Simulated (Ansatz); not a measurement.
Input, command and steps of an Ansatz relaxation.

```yaml
crystal:
  lattice:
    - [0.0, 4.6514934443, -4.6514934443]
    - [4.6514934443, 4.6514934443, 0.0]
    - [4.6514934443, 0.0, -4.6514934443]
  atoms:
    - { symbol: Hf, position: [0.2565795119, 0.7512013856, 0.2417645564] }
    - { symbol: Hf, position: [0.2488229881, 0.2569918023, 0.2505676153] }
    - { symbol: Hf, position: [0.7545245634, 0.750271087, 0.2412339956] }
    - { symbol: Hf, position: [0.2508228991, 0.7523739901, 0.7482964741] }
    - { symbol: Hf, position: [0.2445129179, 0.253437607, 0.7526728947] }
    - { symbol: Hf, position: [0.7565139446, 0.249314277, 0.7491059275] }
    - { symbol: C, position: [0.4984665266, 0.5067263774, 0.9982325989] }
    - { symbol: C, position: [0.5033416272, 0.9984362728, 0.99775021] }
    - { symbol: C, position: [0.9973119306, 0.4970672371, 0.0015336205] }
    - { symbol: C, position: [0.9988840624, 0.9955156789, 0.0042421956] }
    - { symbol: C, position: [0.4971233398, 0.4981649866, 0.5031359077] }
    - { symbol: C, position: [0.4979507381, 0.9951637532, 0.5033147301] }
    - { symbol: C, position: [0.9982851677, 0.5031891667, 0.5060594001] }
    - { symbol: C, position: [0.0043271628, 0.0008137321, 0.4955279504] }
  symmetry: { detect: false }
basis:
  ecutwfc: 420
kpoints:
  mp_grid: { grid: [3, 3, 3], shift: [0.0, 0.0, 0.0] }
hamiltonian:
  xc: pbe
scf:
  occupations: { method: gaussian, width: 0.1 }
  lower_state_search: "off"
output:
  forces: true
  stress: true
  eigenvalues: true
relax:
  adjacent_minimum: "off"
  f_tol: 0.04
  max_steps: 50
  cell: { stress_tol: 0.3 }
```

```bash
ansatz run input.yaml --threads 4 --pin off --max-ram 9216MiB --backend cpu --events-out ev --progress --plain --runs-dir out
```

These are results of Ansatz 0.2.0, DFT PBE, scalar-relativistic, plane waves, PAW, not measurements.

Of 5 frames 5 are shown, positions in Å and forces in eV/Å; the SCF threshold varies from step to step. Steps run on the plane waves of an earlier cell, with a Pulay correction in the pressure. The basis is chosen afresh for the last frame, the zero of the energies, and can be on the way; energy and pressure step there, also at an unchanged geometry.

```xyz
14
Lattice="0.0000 4.6515 -4.6515 4.6515 4.6515 0.0000 4.6515 0.0000 -4.6515" Properties=species:S:1:pos:R:3:forces:R:3 pbc="T T T" step=1 free_energy_over_end_meV_per_atom=66.57 pressure_GPa=-5.71
Hf    4.6188    4.6877   -2.3180    0.5530   -0.2590   -0.3040
Hf    2.3609    2.3528   -2.3229   -0.6090   -0.1740   -0.2270
Hf    4.6120    6.9995   -4.6318    0.5990   -0.5520   -0.2160
Hf    6.9804    4.6664   -4.6474   -0.3390   -0.0810    0.0040
Hf    4.6799    2.3162   -4.6384   -0.1600    0.1900   -0.3130
Hf    4.6441    4.6786   -7.0034    0.3220   -0.4200    0.5480
C     7.0003    4.6756   -6.9619   -0.3200   -1.2180    1.0120
C     9.2852    6.9855   -6.9823    1.2650    0.2010    0.0960
C     2.3192    6.9511   -4.6461    0.0730    1.2830   -1.1710
C     4.6504    9.2769   -4.6660   -1.1650    0.3620    0.2190
C     4.6575    4.6296   -4.6527    0.9920    0.3080   -0.0400
C     6.9702    6.9452   -4.6574    0.0520   -0.8640    1.2530
C     4.6945    6.9841   -6.9974   -1.4410    0.0690    0.2650
C     2.3087    0.0239   -2.3251    0.1760    1.1560   -1.1260
14
Lattice="-0.0093 4.5130 -4.5134 4.6252 4.6310 0.1273 4.6190 -0.1212 -4.6253" Properties=species:S:1:pos:R:3:forces:R:3 pbc="T T T" step=2 free_energy_over_end_meV_per_atom=11.46 pressure_GPa=2.02
Hf    4.6324    4.5816   -2.1888   -0.2430   -0.2380    0.2660
Hf    2.2758    2.2632   -2.2746    0.9310   -0.0400    0.3020
Hf    4.6266    6.8325   -4.4399   -0.3850    0.2050   -0.2930
Hf    6.9035    4.5274   -4.4966    0.8290   -0.2010   -0.0300
Hf    4.6412    2.2181   -4.5715   -0.4480   -0.5370    0.3740
Hf    4.6381    4.4415   -6.7983   -0.5570    0.5310   -0.5470
C     6.9521    4.3425   -6.7069   -0.1950    0.1770   -0.0780
C     9.3389    6.7654   -6.7646   -0.4540    0.0090    0.0880
C     2.3133    6.9420   -4.5718   -0.1070   -0.0210    0.1290
C     4.4957    9.1461   -4.3707    0.5210    0.0350   -0.1420
C     4.7098    4.5188   -4.4957   -0.3060   -0.0160   -0.0500
C     6.9378    6.7216   -4.3331   -0.0590    0.1980   -0.2710
C     4.4827    6.7566   -6.7771    0.6280    0.1380    0.1090
C     2.3268    0.0648   -2.4211   -0.1560   -0.2420    0.1420
14
Lattice="-0.0031 4.5935 -4.5931 4.6129 4.6534 0.0631 4.6142 -0.0643 -4.6543" Properties=species:S:1:pos:R:3:forces:R:3 pbc="T T T" step=3 free_energy_over_end_meV_per_atom=0.27 pressure_GPa=0.23
Hf    4.6136    4.6287   -2.2649   -0.0040   -0.0200    0.0010
Hf    2.3068    2.3016   -2.2968    0.0010   -0.0010    0.0030
Hf    4.6106    6.9249   -4.5606    0.0090   -0.0070   -0.0100
Hf    6.9202    4.5962   -4.5924   -0.0010   -0.0060    0.0000
Hf    4.6149    2.2680   -4.6223    0.0030   -0.0010   -0.0100
Hf    4.6107    4.5655   -6.9184    0.0070   -0.0110   -0.0140
C     6.9203    4.4419   -6.7971   -0.0060    0.0620   -0.0590
C     9.2889    6.8896   -6.8887    0.0130    0.0160    0.0120
C     2.3038    7.0489   -4.6852    0.0000   -0.0570    0.0600
C     4.5480    9.2511   -4.5299   -0.0170    0.0120    0.0030
C     4.6746    4.5952   -4.5937    0.0190    0.0130    0.0170
C     6.9204    6.8012   -4.4385   -0.0070    0.0570   -0.0590
C     4.5493    6.8935   -6.8883   -0.0210    0.0000   -0.0020
C     2.3068    0.0964   -2.4505    0.0030   -0.0550    0.0580
14
Lattice="-0.0005 4.5898 -4.5898 4.6298 4.6487 0.0594 4.6298 -0.0594 -4.6487" Properties=species:S:1:pos:R:3:forces:R:3 pbc="T T T" step=4 free_energy_over_end_meV_per_atom=-0.03 pressure_GPa=-0.07
Hf    4.6307    4.6245   -2.2653   -0.0010   -0.0010    0.0020
Hf    2.3154    2.3004   -2.2953    0.0010   -0.0010   -0.0010
Hf    4.6298    6.9193   -4.5601    0.0020    0.0000    0.0000
Hf    6.9453    4.5950   -4.5899   -0.0010    0.0010    0.0000
Hf    4.6312    2.2699   -4.6190   -0.0030    0.0020    0.0000
Hf    4.6294    4.5649   -6.9138    0.0020    0.0020   -0.0010
C     6.9450    4.4524   -6.8014    0.0000    0.0030   -0.0020
C     9.3313    6.8897   -6.8840   -0.0020   -0.0030   -0.0030
C     2.3152    7.0328   -4.6738    0.0000   -0.0020    0.0040
C     4.5588    9.2436   -4.5305    0.0010    0.0000    0.0010
C     4.7015    4.5948   -4.5894   -0.0010   -0.0010   -0.0020
C     6.9453    6.8064   -4.4474    0.0010    0.0020   -0.0010
C     4.5589    6.8896   -6.8845    0.0010    0.0010    0.0000
C     2.3154    0.0890   -2.4380    0.0000   -0.0020    0.0030
14
Lattice="-0.0005 4.5898 -4.5898 4.6298 4.6487 0.0594 4.6298 -0.0594 -4.6487" Properties=species:S:1:pos:R:3:forces:R:3 pbc="T T T" step=5 free_energy_over_end_meV_per_atom=0.00 pressure_GPa=-0.06
Hf    4.6307    4.6245   -2.2653   -0.0010   -0.0010    0.0020
Hf    2.3154    2.3004   -2.2953    0.0010   -0.0010   -0.0010
Hf    4.6298    6.9193   -4.5601    0.0010    0.0000    0.0000
Hf    6.9453    4.5950   -4.5899    0.0000    0.0010    0.0000
Hf    4.6312    2.2699   -4.6190   -0.0030    0.0020    0.0000
Hf    4.6294    4.5649   -6.9138    0.0020    0.0020   -0.0010
C     6.9450    4.4524   -6.8014    0.0000    0.0020   -0.0020
C     9.3313    6.8897   -6.8840   -0.0020   -0.0030   -0.0030
C     2.3152    7.0328   -4.6738    0.0000   -0.0020    0.0040
C     4.5588    9.2436   -4.5305    0.0010    0.0000    0.0010
C     4.7015    4.5948   -4.5894   -0.0020   -0.0010   -0.0020
C     6.9453    6.8064   -4.4474    0.0010    0.0020   -0.0010
C     4.5589    6.8896   -6.8845    0.0010    0.0010    0.0000
C     2.3154    0.0890   -2.4380    0.0000   -0.0020    0.0030
```

The run took 62 s on 4 threads of Arm Neoverse V2, on a shared host, peak memory 0.85 GiB.

The k mesh is coarse. Spin–orbit coupling is left out, which can shift energies with elements as heavy as these.